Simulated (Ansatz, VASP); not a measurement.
# Cu8Si (Si/Cu(100)): VASP beside Ansatz

One calculation is typed for both programs; each brings its own data sets. How far apart do they land? Of the first pair: The structure shown is the start of the Ansatz relaxation below; VASP solves that cell, so the two are compared at the walk's first step.

Calculated with Ansatz 0.2.0; plane waves, with VASP 6.6.1 beside it; single point at RPBE.

## (1) The starting structure

The cell holds 18 atoms: 16 Cu and 2 Si. Its edges and angles: a = 5.105 Å, b = 5.105 Å, c = 25.321 Å, α = 90.0°, β = 90.0°, γ = 90.0°. Vacuum lies along c.

## (2) Ansatz: relaxation, RPBE

Ansatz runs on its default PAW (the set named soft_2) files.

The two programs are compared at the cell with which this relaxation starts, whose forces are those of its first step.

input.yaml

```yaml
crystal:
  lattice:
    - [5.1053109602, 0.0, 0.0]
    - [0.0, 5.1053109602, 0.0]
    - [0.0, 0.0, 25.3210422323]
  atoms:
    - { symbol: Cu, position: [0.25, 0.25, 0.3554356064] }
    - { symbol: Cu, position: [0.0, 0.0, 0.4267201919] }
    - { symbol: Cu, position: [0.25, 0.25, 0.5011190358] }
    - { symbol: Cu, position: [0.0, 0.0, 0.5733443578] }
    - { symbol: Cu, position: [0.25, 0.75, 0.3554356064] }
    - { symbol: Cu, position: [0.0, 0.5, 0.4267201919] }
    - { symbol: Cu, position: [0.25, 0.75, 0.5011190358] }
    - { symbol: Cu, position: [0.0, 0.5, 0.5733443578] }
    - { symbol: Cu, position: [0.75, 0.25, 0.3554356064] }
    - { symbol: Cu, position: [0.5, 0.0, 0.4267201919] }
    - { symbol: Cu, position: [0.75, 0.25, 0.5011190358] }
    - { symbol: Cu, position: [0.5, 0.0, 0.5733443578] }
    - { symbol: Cu, position: [0.75, 0.75, 0.3554356064] }
    - { symbol: Cu, position: [0.5, 0.5, 0.4267201919] }
    - { symbol: Cu, position: [0.75, 0.75, 0.5011190358] }
    - { symbol: Cu, position: [0.5, 0.5, 0.5733443578] }
    - { symbol: Si, position: [0.25, 0.25, 0.6445643936] }
    - { symbol: Si, position: [0.75, 0.75, 0.6445643936] }
kpoints:
  mp_grid: { grid: [6, 6, 1] }
hamiltonian:
  xc: rpbe
scf:
  occupations: { method: fermi_dirac, width: 0.1 }
  convergence: { dr2_threshold: 1.0e-08 }
efield:
  axis: 3
  dipole_correction: true
  ramp_position: 0.97
  ramp_width: 0.06
relax:
  f_tol: 0.02
  max_steps: 60
  constraints: [{ sites: [0, 1, 4, 5, 8, 9, 12, 13] }]
output:
  bader: true
  dos: { projected: true, e_range: [-8, 4] }
  write_potential: true
  write_density: true
  volumetric_format: npy
```

Run with:

```sh
ansatz run input.yaml --threads 4 --pin off --max-ram 12288MiB --backend cpu --events-out ev --progress --plain --runs-dir out
```

Numbers of over 12 decimals in the logs are rounded to 6 here.

The log of the run:

```text
Engine: ansatz 0.2.0, x86_64-unknown-linux-gnu
Pseudopotentials: kind: paw
Pseudopotential: Cu, paw, valence charge 19, recommended cutoff 420 eV (normal), Cu.paw.azcp
Pseudopotential: Si, paw, valence charge 4, recommended cutoff 420 eV (normal), Si.paw.azcp
Functional definition: RPBE
  parameter kappa = 0.804
  parameter beta = 0.066725
  exchange = rpbe_x(kappa = kappa, mu = beta*pi^2/3)
  correlation = pbe_c(beta = beta)
Crystal: 18 atoms, lattice volume = 659.973 Å³
Basis set: ecut = 420 eV, 12877 PW (Γ), exchange–correlation on 72×72×360 points (8 copies of the dense FFT grid, shifted against one another)
Bands: 188, of which v1, the nominal top of the filled ones, is band 156 counted from 1 (155 counted from 0)
Symmetry: 16 space group operations
Space group: P4mm (ITA 99), of the structure as read, at distance tolerance 8.7e-5 Å
k-points: 10 of 36
Non-local potential: Cu, projectors of the file, l = 0: 3, l = 1: 2, l = 2: 3, l = 3: 1
Non-local potential: Si, projectors of the file, l = 0: 2, l = 1: 2, l = 2: 2
PAW form: soft (Blöchl's): semilocal exchange-correlation on the pseudo side does not see the compensation charge
PAW frozen core: Cu, regenerated for the run's functional, and the local potential with it (the file was generated under x = pbe(κ = 0.804, μ = 0.219515), c = pbe(β = 0.066725))
PAW frozen core: Si, regenerated for the run's functional, and the local potential with it (the file was generated under x = pbe(κ = 0.804, μ = 0.219515), c = pbe(β = 0.066725))
PAW one-centre angular grid: Cu, 590 points (default); XC on 64 Gauss nodes
PAW one-centre angular grid: Si, 110 points (default); XC on 64 Gauss nodes
Initial density: superposition of atomic densities (neutral atoms: chi_scale 0, normalization atom), corrected by the library's trained network
Initial wavefunctions: pseudopotential atomic-orbital guess
Functional: x = rpbe, c = pbe(β = 0.066725)
SCF iter   1: F=—  HF=-107358.691809 eV  |F-HF|=—  |Δ(HF+E_count)|=         —  Δρ=6.56e-3  dr2=8.39e-1  ethr=1.77e-3  p=-0.101 e·Å  D=-2.78e-2 V/Å  ΔV_dip=0.70 eV  dr2_dipole=3.10e-1  V_vac-E_F(+/−)=4.95/4.25 eV  ⟨swp⟩=9.0  Hψ=8510  notcnv=0  defer=71
efield: sawtooth ramp at fractional position 0.9700 (set: `efield.ramp_position`, or a place that a band, a saddle search or an elastic batch's reference lends), width 0.0600; the density the first Hamiltonian is built on has a dipole p = -0.101 e·Å; the dipole correction subtracts the counter field D = -2.78e-2 V/Å, which shifts the + side's vacuum level by +0.70 eV against the − side's; the planar-averaged density in the ramp window peaks in size at 1.4e-5 e/Å³
preconditioner: auto → LDOS  [metal: Δε(μ)=0.042 eV  Ē_g=7.680 eV  σ=0.100 eV  W_gap=0.10  n_scr=138 (ndim 8)  ℏωp=19.6 eV  f_vac=0.602  D(μ)=7.96/eV (n_scr^D=38)  β→1.0]
SCF iter   2: F=—  HF=-107358.910428 eV  |F-HF|=—  |Δ(HF+E_count)|=   2.19e-1  Δρ=1.67e-2  dr2=1.08e0  ethr=2.69e-4  p=-0.085 e·Å  D=-2.32e-2 V/Å  ΔV_dip=0.59 eV  dr2_dipole=9.56e-3  V_vac-E_F(+/−)=4.87/4.28 eV  ⟨swp⟩=2.2  Hψ=3181  notcnv=0  defer=183
SCF iter   3: F=—  HF=-107358.757135 eV  |F-HF|=—  |Δ(HF+E_count)|=   1.53e-1  Δρ=9.39e-3  dr2=3.34e-1  ethr=2.69e-4  p=-0.083 e·Å  D=-2.27e-2 V/Å  ΔV_dip=0.57 eV  dr2_dipole=3.06e-4  V_vac-E_F(+/−)=4.88/4.31 eV  ⟨swp⟩=2.1  Hψ=2625  notcnv=0  defer=183
SCF iter   4: F=—  HF=-107358.682514 eV  |F-HF|=—  |Δ(HF+E_count)|=   7.46e-2  Δρ=1.29e-3  dr2=7.33e-3  ethr=1.07e-4  p=-0.074 e·Å  D=-2.04e-2 V/Å  ΔV_dip=0.52 eV  dr2_dipole=7.99e-9  V_vac-E_F(+/−)=4.86/4.34 eV  ⟨swp⟩=2.0  Hψ=2692  notcnv=0  defer=183
SCF iter   5: F=—  HF=-107358.680916 eV  |F-HF|=—  |Δ(HF+E_count)|=   1.60e-3  Δρ=7.00e-4  dr2=2.17e-3  ethr=2.35e-6  p=-0.073 e·Å  D=-2.00e-2 V/Å  ΔV_dip=0.51 eV  dr2_dipole=1.25e-5  V_vac-E_F(+/−)=4.86/4.35 eV  ⟨swp⟩=3.3  Hψ=4532  notcnv=0  defer=177
SCF iter   6: F=—  HF=-107358.680618 eV  |F-HF|=—  |Δ(HF+E_count)|=   2.98e-4  Δρ=1.73e-4  dr2=2.18e-4  ethr=6.94e-7  p=-0.072 e·Å  D=-1.98e-2 V/Å  ΔV_dip=0.50 eV  dr2_dipole=9.71e-6  V_vac-E_F(+/−)=4.86/4.36 eV  ⟨swp⟩=2.0  Hψ=2508  notcnv=0  defer=177
SCF iter   7: F=—  HF=-107358.680694 eV  |F-HF|=—  |Δ(HF+E_count)|=   7.65e-5  Δρ=1.00e-4  dr2=4.68e-5  ethr=7.00e-8  p=-0.072 e·Å  D=-1.97e-2 V/Å  ΔV_dip=0.50 eV  dr2_dipole=7.14e-7  V_vac-E_F(+/−)=4.86/4.36 eV  ⟨swp⟩=2.0  Hψ=2677  notcnv=0  defer=177
SCF iter   8: F=—  HF=-107358.680794 eV  |F-HF|=—  |Δ(HF+E_count)|=   9.96e-5  Δρ=5.84e-5  dr2=1.60e-5  ethr=1.50e-8  p=-0.071 e·Å  D=-1.96e-2 V/Å  ΔV_dip=0.50 eV  dr2_dipole=4.37e-7  V_vac-E_F(+/−)=4.86/4.36 eV  ⟨swp⟩=2.0  Hψ=2635  notcnv=0  defer=177
SCF iter   9: F=—  HF=-107358.680894 eV  |F-HF|=—  |Δ(HF+E_count)|=   1.00e-4  Δρ=2.10e-5  dr2=2.44e-6  ethr=5.12e-9  p=-0.071 e·Å  D=-1.95e-2 V/Å  ΔV_dip=0.49 eV  dr2_dipole=1.11e-8  V_vac-E_F(+/−)=4.86/4.36 eV  ⟨swp⟩=2.1  Hψ=2664  notcnv=0  defer=177
[...]
k-point 1: bands = [... 152 lower, 1.5216, 1.9339, 1.9922, 2.0821, 2.1827, 2.4976, 2.7561, 3.2128, ... 28 higher]
  k-point 2: bands = [... 152 lower, 1.7678, 1.8688, 2.4053, 2.4897, 2.5873, 2.6298, 2.6427, 3.2553, ... 28 higher]
  k-point 9: bands = [... 152 lower, 1.1175, 1.1175, 1.6070, 1.6070, 2.3246, 2.3246, 3.3708, 3.3708, ... 28 higher]
--- Relaxed structure (4 steps of the walk, 4 accepted, 0 SCFs on fresh bases) ---
  F+E_penalty+E_count = -107358.92454299 eV   max|allowed force component| = 7.242e-3 eV/Å
  atoms:
    - { symbol: Cu, position: [0.25, 0.25, 0.355436] }
    - { symbol: Cu, position: [0.0, 0.0, 0.426720] }
    - { symbol: Cu, position: [0.25, 0.25, 0.501030] }
    - { symbol: Cu, position: [0, 0, 0.575844] }
    - { symbol: Cu, position: [0.25, 0.75, 0.355436] }
    - { symbol: Cu, position: [0.0, 0.5, 0.426720] }
    - { symbol: Cu, position: [0.25, 0.75, 0.500649] }
    - { symbol: Cu, position: [0, 0.5, 0.575844] }
    - { symbol: Cu, position: [0.75, 0.25, 0.355436] }
    - { symbol: Cu, position: [0.5, 0.0, 0.426720] }
    - { symbol: Cu, position: [0.75, 0.25, 0.500649] }
    - { symbol: Cu, position: [0.5, 0, 0.575844] }
    - { symbol: Cu, position: [0.75, 0.75, 0.355436] }
    - { symbol: Cu, position: [0.5, 0.5, 0.426720] }
    - { symbol: Cu, position: [0.75, 0.75, 0.501030] }
    - { symbol: Cu, position: [0.5, 0.5, 0.575844] }
    - { symbol: Si, position: [0.25, 0.25, 0.638568] }
    - { symbol: Si, position: [0.75, 0.75, 0.638568] }
--- Bader charges: 18 sites ---
  site symbol  charge [e]  shift [e]
     0     Cu     -0.0120     0.0002
     1     Cu      0.0222     0.0002
     2     Cu     -0.0017     0.0000
     3     Cu     -0.1051     0.0024
     4     Cu     -0.0294     0.0002
     5     Cu      0.0222     0.0002
     6     Cu     -0.0062     0.0000
     7     Cu     -0.1051     0.0024
     8     Cu     -0.0294     0.0002
     9     Cu      0.0222     0.0002
    10     Cu     -0.0062     0.0000
    11     Cu     -0.1051     0.0024
    12     Cu     -0.0120     0.0002
    13     Cu      0.0222     0.0002
    14     Cu     -0.0017     0.0000
    15     Cu     -0.1051     0.0024
    16     Si      0.2152     0.0047
    17     Si      0.2152     0.0047
  estimated error of the sums over rays = 3.8e-4 e
```

In the SCF lines HF is the Harris–Foulkes energy and dr2 the Hartree energy of the density residual, in eV; the loop may stop once dr2 is under the threshold and the program's other checks hold. Hψ counts applications of the Hamiltonian.

(Part 1 of 3 ends here.)

[Lines on the potential files, build, host, timing and source positions are cut from VASP's logs without a mark.]

[Logs are printed without paths, hosts, clocks, repeated set-up lines and the standing remarks that a program may print on its own settings, such as how far it seeks lower states.]

[Hosts, paths, dates, database ids (printed as entryN), source tags and the programs' standing remarks are cut or masked in the printed files.]
